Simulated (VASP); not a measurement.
An input for Ansatz (written as the equivalent of a VASP run, and not itself run):

Ansatz 0.2 input:
```yaml
crystal:
  lattice:
    - [2.6220200, 0.0000000, 0.0000000]
    - [-1.3110090, 2.2707350, 0.0000000]
    - [0.0000000, 0.0000000, 4.2586550]
  atoms:
    - { symbol: Be, position: [0.3333330, 0.6666670, 0.0001600] }
    - { symbol: Be, position: [0.6666670, 0.3333330, 0.5001600] }
    - { symbol: O, position: [0.3333330, 0.6666670, 0.3773400] }
    - { symbol: O, position: [0.6666670, 0.3333330, 0.8773400] }
kpoints:
  mp_grid: { grid: [7, 7, 4] }
hamiltonian:
  xc: pbe
  pseudopotentials: { kind: paw }
scf:
  occupations: { method: gaussian, width: 0.01 }
  max_iter: 100
output: { forces: true, stress: true, eigenvalues: true }
```

Q: Translate this input to VASP (INCAR, KPOINTS, POSCAR, choice of POTCAR).

A: This is not unique; one that fits is 
### KPOINTS
```
K-points
0
gamma
7 7 4
0 0 0
```

File POSCAR:
```
BeO
2.622020
  1.0000000000   0.0000000000   0.0000000000
 -0.4999996186   0.8660250494   0.0000000000
  0.0000000000   0.0000000000   1.6241886027
Be O
2 2
Cartesian
 -0.0000002457   0.5773503216   0.0002598702
  0.5000006271   0.2886747278   0.8123541715
 -0.0000002457   0.5773503216   0.6128713273
  0.5000006271   0.2886747278   1.4249656287
```

INCAR:
```
! general
SYSTEM = BeO
PREC   = Accurate
ENCUT  = 400
LREAL  = .FALSE.
LASPH  = .TRUE.

! electronic loop
EDIFF  = 1E-6
NELM   = 100
ALGO   = Normal

! smearing
ISMEAR = 0
SIGMA  = 0.01

! functional
GGA    = PE

! ions
ISIF   = 2

! output
LWAVE  = .FALSE.
LCHARG = .FALSE.
```

POTCAR, in this order: Be O (PBE.64 set). Program: vasp_std.

What does not carry over: each code has its own PAW files, so the cut-off isn't converted (ENCUT is set for VASP's; basis.ecutwfc is left out, and Ansatz then takes the one that its files recommend); Ansatz stops its SCF on the density residual and VASP on the energy change (EDIFF).

The structure comes from a computed database's BeO entry; how it stands against other phases isn't given here. The cell was not relaxed at this level, and its volume differs by -4.4 % from the start's.
